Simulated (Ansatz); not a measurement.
The system is Se.

```xyz
2
Lattice="1.3943 -4.0390 0.0000 1.3943 4.0390 0.0000 0.0000 0.0000 4.6134" Properties=species:S:1:pos:R:3 pbc="T T T"
Se    1.3943    3.5192    1.1534
Se    1.3943   -3.5192    3.4601
```

This isn't the form of Se at room conditions, which is trigonal, of chains.

| Quantity | Value |
| --- | --- |
| Program | Ansatz 0.2.0 |
| Task | relaxation of cell and atoms |
| Functional | PBE |
| Dispersion | D3(BJ)-ATM |
| Potentials or basis | Ansatz PAW |
| Cutoff | 420 eV (not typed: the program's choice for these potentials) |
| k mesh | 10 × 10 × 6 |
| Occupations | fermi-dirac, width 0.05 eV |
| Spin | no spin polarisation |

At the start: volume 25.98 Å³/atom.

Task: Where does the relaxation end?

Result: It ends after 6 steps and the volume is 24.61 Å³/atom (-5.3 %); space group Cmcm (No. 63, to 0.05 Å).

The path:
| step | energy change (eV) | largest force (eV/Å) | volume (Å³) |
| --- | --- | --- | --- |
| 1 | 0.0000 | 0.0157 | 51.96 |
| 2 | -0.0112 | 0.0766 | 50.44 |
| 3 | -0.0149 | 0.0141 | 49.19 |
| 4 | -0.0152 | 0.0001 | 49.24 |
| 5 | -0.0152 | 0.0003 | 49.22 |
| 6 | -0.0151 | 0.0003 | 49.22 |

Final structure:
```
CELL_PARAMETERS angstrom
1.38074 -3.83395 0.00000
1.38074 3.83395 0.00000
0.00000 0.00000 4.64931
ATOMIC_POSITIONS crystal
Se 0.06650 0.93350 0.25000
Se 0.93350 0.06650 0.75000
```

Caveat: the plane-wave basis is chosen anew once the cell has moved, so the energies of steps on either side of that aren't comparable; pairwise dispersion overbinds metals, which lowers pressure and volume.
